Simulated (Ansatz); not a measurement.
## Lattice dynamics at Γ of HfO2 (Pca2_1)

Perturbation theory with PBEsol in the PAW code Ansatz on the PBEsol cell, ground state and force constants on a 4×4×4 mesh. (Simulation; spin polarisation is off.)

The symmetry is Pca2_1 (No. 29, orthorhombic); conventional cell a = 5.228 Å, b = 5.017 Å, c = 5.042 Å, 11.02 Å³ an atom. Hf is surrounded by 7 O at 2.03–2.23 Å; O is surrounded by 3 Hf at 2.03–2.14 Å; O is surrounded by 4 Hf at 2.12–2.23 Å.

```yaml
crystal:
  lattice:
    - [5.22834, 0.00000, 0.00000]
    - [0.00000, 5.01732, 0.00000]
    - [0.00000, 0.00000, 5.04161]
  atoms:
    - { symbol: Hf, position: [0.03291, 0.26755, 0.24228] }
    - { symbol: Hf, position: [0.46709, 0.26755, 0.74228] }
    - { symbol: Hf, position: [0.53291, 0.73245, 0.24228] }
    - { symbol: Hf, position: [0.96709, 0.73245, 0.74228] }
    - { symbol: O, position: [0.36796, 0.07167, 0.37995] }
    - { symbol: O, position: [0.13204, 0.07167, 0.87995] }
    - { symbol: O, position: [0.73392, 0.45971, 0.49077] }
    - { symbol: O, position: [0.76608, 0.45971, 0.99077] }
    - { symbol: O, position: [0.26608, 0.54029, 0.99077] }
    - { symbol: O, position: [0.23392, 0.54029, 0.49077] }
    - { symbol: O, position: [0.86796, 0.92833, 0.37995] }
    - { symbol: O, position: [0.63204, 0.92833, 0.87995] }
```

Optical modes without the longitudinal term:

| ω (cm⁻¹) | degeneracy | IR intensity, summed over the level ((D/Å)²/amu) |
| --- | --- | --- |
| 120 | 1 | 1.45 |
| 123 | 1 | 0.00 |
| 125 | 1 | 0.11 |
| 138 | 1 | 0.00 |
| 140 | 1 | 0.89 |
| 149 | 1 | 0.00 |
| 160 | 1 | 8.45 |
| 229 | 1 | 39.87 |
| 233 | 1 | 0.48 |
| 241 | 1 | 0.58 |
| 252 | 1 | 2.05 |
| 267 | 1 | 35.17 |
| 302 | 1 | 0.00 |
| 319 | 1 | 7.26 |
| 325 | 1 | 0.43 |
| 326 | 1 | 1.75 |
| 333 | 1 | 46.58 |
| 377 | 1 | 0.74 |
| 379 | 1 | 53.54 |
| 389 | 1 | 51.55 |
| 402 | 1 | 0.00 |
| 456 | 1 | 20.50 |
| 476 | 1 | 0.00 |
| 478 | 1 | 2.85 |
| 517 | 1 | 7.70 |
| 544 | 1 | 0.77 |
| 573 | 1 | 0.00 |
| 590 | 1 | 2.00 |
| 627 | 1 | 3.51 |
| 647 | 1 | 0.00 |
| 671 | 1 | 0.00 |
| 682 | 1 | 0.52 |
| 725 | 1 | 8.11 |

The zone-centre optical frequencies run from 120 to 725 cm⁻¹, none imaginary (the rest of the zone wasn't tested). With the long-range field the highest mode reaches 774 cm⁻¹. Of the real levels 24 are infrared active, the strongest at 379 cm⁻¹.

ε∞: 5.05, 5.30 and 5.05 along x, y and z. With the ions relaxed, ε⁰ is 19.9, 24.7 and 22.2 along x, y and z. Born charges, averaged over directions: Hf +5.23, O -2.65 to -2.58 e.

For comparison, on the r2SCAN cell the mean ε∞ is 4.70 with r2SCAN (ground state on 4×4×4; least gap 4.94 eV), 5.04 with PBE.

Spin-orbit coupling is left out, which matters wherever the heavy atoms make up the band edges.
